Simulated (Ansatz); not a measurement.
V:

```xyz
1
Lattice="-1.5144 1.5144 1.5144 1.5144 -1.5144 1.5144 1.5144 1.5144 -1.5144" Properties=species:S:1:pos:R:3 pbc="T T T"
V     0.0000    0.0000    0.0000
```

```yaml
Program: Ansatz 0.2.0
Task: relaxation of cell and atoms
Functional: LDA
Potentials_or_basis: Ansatz PAW
Cutoff: "420 eV (not typed: the program's choice for these potentials)"
k_mesh: 12 × 12 × 12
Occupations: fermi-dirac, width 0.05 eV
Spin: collinear spin, ferromagnetic start
Starting_moments: "[2.0] μB"
```

At the start: volume 13.89 Å³/atom.

Q: Where does the relaxation end?

A: It ends after 7 steps and the volume is 12.49 Å³/atom (-10.1 %); space group Im-3m (No. 229, to 0.05 Å); moment 0.00 μB per cell.

Step by step:
| step | energy change (eV) | largest force (eV/Å) | volume (Å³) |
| --- | --- | --- | --- |
| 1 | 0.0000 | 0.0000 | 13.89 |
| 2 | -0.0823 | 0.0000 | 12.29 |
| 3 | -0.0843 | 0.0000 | 12.53 |
| 4 | -0.0844 | 0.0000 | 12.50 |
| 5 | -0.0841 | 0.0000 | 12.50 |
| 6 | -0.0841 | 0.0000 | 12.49 |
| 7 | -0.0841 | 0.0000 | 12.49 |

Final structure:
```
CELL_PARAMETERS angstrom
-1.46174 1.46174 1.46174
1.46174 -1.46174 1.46174
1.46174 1.46174 -1.46174
ATOMIC_POSITIONS crystal
V 0.00000 0.00000 0.00000
```

Caveat: the plane-wave basis is chosen anew once the cell has moved, so the energies of steps on either side of that aren't comparable; the volume moved by -10 % from the deposited cell, more than functionals usually miss; the PAW data sets come from PBE, with cores solved anew for the run's functional, which leaves a small shift of forces and pressure; the starting moments weren't kept.
